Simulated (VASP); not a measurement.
Crystal: AlRu3.

```
Al Ru
1.0
     3.95289    0.00000    0.00000
    -1.97645    3.42331    0.00000
     0.00000    0.00000    4.17187
Al Ru
1 3
Direct
  0.00000 0.00000 0.00000
  0.00000 0.00000 0.50000
  0.33333 0.66667 0.00000
  0.66667 0.33333 0.00000
```

The cell was built by a generator and needn't be a form met in nature.

- Program: VASP 6.6.1
- Task: relaxation of cell and atoms
- Functional: PBE
- Potentials or basis: VASP PAW PBE potentials, release 64 (Al, Ru_pv)
- Cutoff: 600 eV
- k mesh: 6 × 6 × 4
- Occupations: gaussian, width 0.1 eV
- Spin: no spin polarisation

At the start: pressure 66.6 GPa; volume 14.11 Å³/atom.

Task: How do energy, volume and symmetry change on relaxing?

Result: Over 10 steps the energy falls by 698.1 meV/atom and the volume is 18.35 Å³/atom (+30.0 %); space group P6/mmm (No. 191, to 0.05 Å).

Step by step:
| step | energy change (eV) | largest force (eV/Å) | pressure (GPa) | volume (Å³) |
| --- | --- | --- | --- | --- |
| 1 | 0.0000 | 0.0000 | 66.61 | 56.45 |
| 2 | 2.7154 | 0.0000 | -20.85 | 118.69 |
| 3 | -2.6262 | 0.0000 | -4.39 | 75.31 |
| 4 | -2.7299 | 0.0000 | -0.87 | 73.22 |
| 5 | -2.7369 | 0.0000 | 1.32 | 72.12 |
| 6 | -2.7365 | 0.0000 | 0.62 | 72.45 |
| 7 | -2.7845 | 0.0000 | -0.80 | 74.12 |
| 8 | -2.7918 | 0.0000 | -0.53 | 73.67 |
| 9 | -2.7917 | 0.0000 | 0.55 | 73.13 |
| 10 | -2.7922 | 0.0000 | 0.00 | 73.40 |

Final structure:
```
CELL_PARAMETERS angstrom
4.32632 0.00000 0.00000
-2.16316 3.74670 0.00000
0.00000 0.00000 4.52844
ATOMIC_POSITIONS crystal
Al 0.00000 0.00000 0.00000
Ru 0.00000 0.00000 0.50000
Ru 0.33333 0.66667 0.00000
Ru 0.66667 0.33333 0.00000
```

Caveat: the k mesh is coarse (spacing up to 0.38 Å⁻¹), so the values aren't converged; the volume moved by over 15 % at a fixed basis, so the end points are rough.
